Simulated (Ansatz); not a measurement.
# AlGa: the cost of one run

Method: DFT PBE, scalar-relativistic, plane waves, PAW, in Ansatz 0.2.0.

1 further run of the same task is left out (set aside as unsound or not needed).

**1. The structure to begin with**

Symmetry: P6_3/mmc, No. 194, hexagonal system. The conventional cell has a = 4.133 Å, b = 4.133 Å, c = 5.333 Å, α = 90.00°, β = 90.00°, γ = 120.00°. Al (site symmetry -3m) has 2 Al at 2.67 Å and 6 Ga at 2.73 Å as nearest neighbours. Ga (site symmetry -6m2) has 6 Al at 2.73 Å as nearest neighbours.

Coordinates:

```cif
data_structure
_symmetry_space_group_name_H-M 'P6_3/mmc'
_symmetry_Int_Tables_number 194
_cell_length_a 4.1332
_cell_length_b 4.1332
_cell_length_c 5.3333
_cell_angle_alpha 90.000
_cell_angle_beta 90.000
_cell_angle_gamma 120.000
_cell_volume 78.91
loop_
_atom_site_label
_atom_site_type_symbol
_atom_site_symmetry_multiplicity
_atom_site_Wyckoff_symbol
_atom_site_fract_x
_atom_site_fract_y
_atom_site_fract_z
_atom_site_occupancy
Al1 Al 2 a 0.00000 0.00000 0.00000 1
Ga1 Ga 2 c 0.33333 0.66667 0.25000 1
```

It is the end of an earlier relaxation with the same method, from a database cell with other species swapped in; it is a trial structure. At a tolerance of 0.05 Å it has space group P6_3/mmc (No. 194); it has 19.73 Å³/atom, an uncorrected energy of +0.09 eV/atom over the elements.

**2. Electronic structure at the relaxed geometry**

The input, input.yaml:

```yaml
crystal:
  lattice:
    - [4.1332379027, 0.0, 0.0]
    - [-2.0666189514, 3.5794890236, 0.0]
    - [0.0, 0.0, 5.3332663596]
  atoms:
    - { symbol: Al, position: [0.0, 0.0, 0.0] }
    - { symbol: Al, position: [0.0, 0.0, 0.5] }
    - { symbol: Ga, position: [0.3333333333, 0.6666666667, 0.25] }
    - { symbol: Ga, position: [0.6666666667, 0.3333333333, 0.75] }
basis:
  ecutwfc: 420
kpoints:
  mp_grid: { grid: [12, 12, 10] }
  band_path:
    path:
      - [[0.0, 0.0, 0.0], [0.5, 0.0, 0.0], [0.33333333, 0.33333333, 0.0], [0.0, 0.0, 0.0], [0.0, 0.0, 0.5], [0.5, 0.0, 0.5], [0.33333333, 0.33333333, 0.5], [0.0, 0.0, 0.5]]
      - [[0.5, 0.0, 0.5], [0.5, 0.0, 0.0]]
      - [[0.33333333, 0.33333333, 0.5], [0.33333333, 0.33333333, 0.0]]
    npoints: 14
hamiltonian:
  xc: pbe
scf:
  occupations: { method: gaussian, width: 0.1 }
  n_extra_bands: 10
output:
  forces: true
  stress: true
  eigenvalues: true
  populations: true
  dos: { projected: true, de: 0.02, nscf_kmesh: { grid: [15, 15, 12] } }
  bader: true
```

Command:

```console
> ansatz run input.yaml --threads 1 --pin off --max-ram 2048MiB --backend cpu --events-out ev --progress --plain --runs-dir out
```

Q: Estimate wall time and peak memory on 1 thread of Arm Neoverse V2, shared host.

About 48 s, with a peak of 0.56 GiB.
